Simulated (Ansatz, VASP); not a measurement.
One calculation of InAs, two programs

```
In As
1.0
     0.00000    3.02439    3.02439
     3.02439    0.00000    3.02439
     3.02439    3.02439    0.00000
In As
1 1
Direct
  0.00000 0.00000 0.00000
  0.75000 0.75000 0.75000
```

Alike in both runs: task single point; functional PBEsol; k mesh 6 × 6 × 6; occupations gaussian, width 0.05 eV; no spin polarisation.

|  | VASP | Ansatz |
| --- | --- | --- |
| version | VASP 6.6.1 | Ansatz 0.2.0 |
| potentials or method | VASP PAW PBE potentials, release 64 (In_d, As) | scalar-relativistic, plane waves, PAW |
| plane-wave cutoff (eV) | 520 | 420 |
| valence electrons in the cell | 18 | 28 |

|  | VASP | Ansatz | Ansatz less VASP |
| --- | --- | --- | --- |
| gap on the k mesh at the Fermi level (eV) | none | none | - |
| pressure (GPa) | 1.3 | 1.2 | -0.09 |

A gap of «none» marks a metal or a gap that the smearing closes. The functional is the same, so the differences come from potentials, cutoffs and numerics. The two sets of potentials don't hold the same shells in valence.

Caveats: the PAW data sets were made with another functional, which shifts forces and pressure a little (VASP).
